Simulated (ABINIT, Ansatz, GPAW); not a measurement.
Au: programs and potentials compared

```
Au
1.0
     2.90000    0.00000    0.00000
    -1.45000    2.51147    0.00000
     0.00000    0.00000    4.88000
Au
2
Direct
  0.66667 0.33333 0.25000
  0.33333 0.66667 0.75000
```

This isn't the form of Au at room conditions, which is fcc.

Alike in all runs: task single point; functional PBEsol; k mesh 11 × 11 × 6; occupations fermi-dirac, width 0.05 eV; no spin polarisation; no spin-orbit coupling. Pressure is positive in compression and, in plane waves, holds the error of the finite cutoff.

```json
{"program and potentials": "Ansatz, all-electron LAPW, scalar-relativistic", "plane-wave cutoff (eV)": "-", "notes": "-", "pressure (GPa)": "-6.46"}
{"program and potentials": "GPAW, PAW data sets generated for this functional", "plane-wave cutoff (eV)": "600", "notes": "11 valence electrons an atom on average", "pressure (GPa)": "-4.13"}
{"program and potentials": "ABINIT, PseudoDojo NC SR PBEsol v0.4.1 standard", "plane-wave cutoff (eV)": "1034", "notes": "19 valence electrons an atom on average", "pressure (GPa)": "-6.81"}
```

The pressure spans -6.81 (ABINIT, PseudoDojo NC SR PBEsol v0.4.1 standard) to -4.13 GPa (GPAW, PAW data sets generated for this functional), with all-electron results at -6.46.

Differences between rows come from potentials, basis sets and numerical settings, since the functional is the same but for its coding. Runs on potential files found faulty are left out.
